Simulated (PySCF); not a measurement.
**Field gradients at the hydrogen positions**

Compound: phenolate, C₆H₅O (charge -1).
SMILES with atom numbers: `[O-:1][c:2]1[cH:3][cH:4][cH:5][cH:6][cH:7]1` (hydrogens: H8 on C3; H9 on C4; H10 on C5; H11 on C6; H12 on C7)

Structure used (PBE0-D3(BJ)/def2-SVP), in Å, numbered top down from 1:
```
atom  x, y, z in Å
O1    -1.807   -2.006    0.227
C2    -0.947   -1.095    0.210
C3    -1.277    0.318    0.209
C4    -0.317    1.318    0.185
C5     1.056    1.026    0.163
C6     1.427   -0.327    0.166
C7     0.483   -1.343    0.189
H8    -2.345    0.565    0.226
H9    -0.642    2.367    0.184
H10    1.806    1.822    0.143
H11    2.493   -0.592    0.149
H12    0.792   -2.394    0.191
```

Level: PBE0/pcSseg-1 (PySCF, non-relativistic); Q(2H) = 0.00286 b; rigid geometry, the same for H and D, with no vibrational averaging.

Task: Rank these positions by the coupling χzz of a deuteron there, largest first.
A. H10 (aromatic hydrogen)
B. H12 (aromatic hydrogen)
C. H9 (aromatic hydrogen)

Result: A (214 kHz), B (209 kHz), C (205 kHz).

Task: Tabulate Vzz, the asymmetry η and χzz = 234.96 MHz × Q × Vzz for every hydrogen position.

Result: 
```csv
atom,bonded to,bond length (Å),Vzz (au),η,χzz (kHz)
H8,C3,1.096,0.3116,0.07,209
H9,C4,1.099,0.3056,0.06,205
H10,C5,1.094,0.3178,0.11,214
H11,C6,1.099,0.3055,0.06,205
H12,C7,1.096,0.3116,0.07,209
```

Geometry: PBE0-D3(BJ)/def2-SVP; no solvent, vibrations or thermal averaging. The pcSseg-1 basis has no diffuse functions, a weakness for an anion. A larger basis could move these couplings by a tenth or more.

The run behind these numbers computed NMR shieldings as well. Time: 13 s of wall time. Hardware: an Arm Neoverse V1 with one thread, no GPU, shared host.
